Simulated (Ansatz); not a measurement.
A run of Ansatz 0.2.0 is set up as follows.

Contents of input:

```
crystal:
  lattice:
    - [4.4916, 0.0, 0.0]
    - [-2.2458, 3.88984, 0.0]
    - [0.0, 0.0, 2.7226]
  atoms:
    - { symbol: Al, position: [0.33333, 0.66667, 0.0] }
    - { symbol: Al, position: [0.66667, 0.33333, 0.0] }
hamiltonian:
  xc: pbe0
  pseudopotentials: { kind: paw }
kpoints:
  mp_grid: { grid: [4, 4, 5] }
scf:
  occupations: { method: fermi_dirac, width: 0.05 }
output:
  forces: true
  stress: true
  eigenvalues: true
  write_density: true
  write_potential: true
  elf: true
  volumetric_format: npy
```

**Question.** What does it give for the pressure?

**Answer.** 2.0 GPa.

**Question.** What does it give for the band gap on the k mesh?

**Answer.** None (metal or under the smearing width).

Stress tensor (GPa, compression positive):
```
1.32 0.00 0.00
0.00 1.32 0.00
0.00 0.00 3.42
```

Caveat: the k mesh is coarse (spacing up to 0.46 Å⁻¹), so the values aren't converged, least of all with exact exchange; the PAW data sets come from PBE, with cores solved anew for the run's functional, which leaves a small shift of forces and pressure; the thresholds are loose for stress.
